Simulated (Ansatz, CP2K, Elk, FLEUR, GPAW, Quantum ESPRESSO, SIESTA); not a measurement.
One structure in several programs: GeTe (R3m, 2 atoms in the cell)

Self-consistent single point, at a second geometry (lattice scaled by 0.98). First geometry:

```xyz
2
Lattice="2.0685 1.1943 3.6334 -2.0685 1.1943 3.6334 0.0000 -2.3885 3.6334" Properties=species:S:1:pos:R:3 pbc="T T T"
Ge     0.0000     0.0000    10.8155
Te     0.0000     0.0000     5.7638
```

Shared settings, as Ansatz (a quantum-chemistry and plane-wave program) writes them: kpoints.mp_grid.grid = 8 8 8; scf.occupations.method = fixed. Potentials and cutoffs stand in the table.

```tsv
code	model	ΔF from the first geometry (meV/atom)	pressure (GPa)	largest force (eV/Å)	gap on the mesh (eV)	cutoff
Ansatz	PBE, default PAW files	48.1	6.89	0.623	0.303	default
GPAW	PBE, GPAW PAW datasets PBE (gpaw-data 1.0.1)	45.5	6.62	0.641	0.311	600 eV
Quantum ESPRESSO	PBE, SSSP 1.1.2 efficiency (PBE) pseudopotentials	47.7	6.85	0.640	0.251	50 Ry
SIESTA	GGA PBE, numerical atomic orbitals DZP, PseudoDojo PBE standard norm-conserving potentials (rewritten from UPF to PSML)	67.5	9.66	1.151	0.350	grid 350 Ry
Elk	PBE, all-electron FP-LAPW, Elk's shipped species files, APW+lo basis with extra local orbitals	48.7	–	–	0.290	rgkmax 7.5
FLEUR	PBE, all-electron FLAPW (FLEUR), scalar-relativistic valence	51.3	–	–	0.295	Kmax 4.1 1/bohr
CP2K	PBE, GPW, DZVP-MOLOPT-SR-GTH basis, GTH-PBE potentials (GTH_POTENTIALS)	58.5	8.09	0.688	0.300	grid 400 Ry
```

A dash marks a value that a program does not give, or that is left out as unsure.

Gaps are read on the mesh.

On Ansatz's run: spin-orbit coupling is off.

The spread over the programs that give each value: ΔF from the first geometry within 22.0 meV/atom; pressure within 3.04 GPa; largest force within 0.528 eV/Å; gap on the mesh within 0.099 eV.

SIESTA and CP2K use small atom-centred bases, whose incompleteness enters pressures, forces and empty levels differently from a plane-wave cutoff. Elk and FLEUR treat all electrons, but the usual bases taken here (sphere radii, linearisation, local orbitals, empty states) were not tested for convergence, so the values are no reference for the others. Ansatz's pressure is given at a fixed set of plane waves, as the other plane-wave codes print theirs. In the pressure, SIESTA (by 2.81) and CP2K (by 1.25) lie more than 1 GPa from the median of the plane-wave programs. In the force vectors, SIESTA (by 0.513) lies more than 0.08 eV/Å from the median of the plane-wave programs.

The starting cell comes from a database of computed structures (which also holds hypothetical and non-ambient phases and stackings), without a prior relaxation at this level. Its lattice was rescaled by a random factor within 2.5 % of one. For this run, on top of that: lattice scaled by 0.98.

Keys are those of Ansatz 0.2.
